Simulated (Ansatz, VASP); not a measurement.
## Pb in VASP and in Ansatz

```
Pb
1.0
    -1.99398    1.99398    1.99398
     1.99398   -1.99398    1.99398
     1.99398    1.99398   -1.99398
Pb
1
Direct
  0.00000 0.00000 0.00000
```

Alike in both runs: functional PBE; k mesh 14 × 14 × 14; occupations fermi-dirac, width 0.05 eV; no spin polarisation.

Ansatz relaxed the structure, and its values are those at the end. VASP's run is a single point on that final structure, the one shown.

|  | VASP | Ansatz |
| --- | --- | --- |
| version | VASP 6.6.1 | Ansatz 0.2.0 |
| potentials or method | VASP PAW PBE potentials, release 64 (Pb_d) | PAW with Ansatz's default frozen-core files, scalar-relativistic |
| plane-wave cutoff (eV) | 520 | 420 |
| valence electrons in the cell | 14 | 14 |

|  | VASP | Ansatz | Ansatz less VASP |
| --- | --- | --- | --- |
| pressure (GPa) | 0.2 | 0.2 | +0.05 |

With one functional, cell and mesh, what is left measures potentials, basis and numerics.

Spin-orbit coupling is left out, which matters for the levels of Pb.
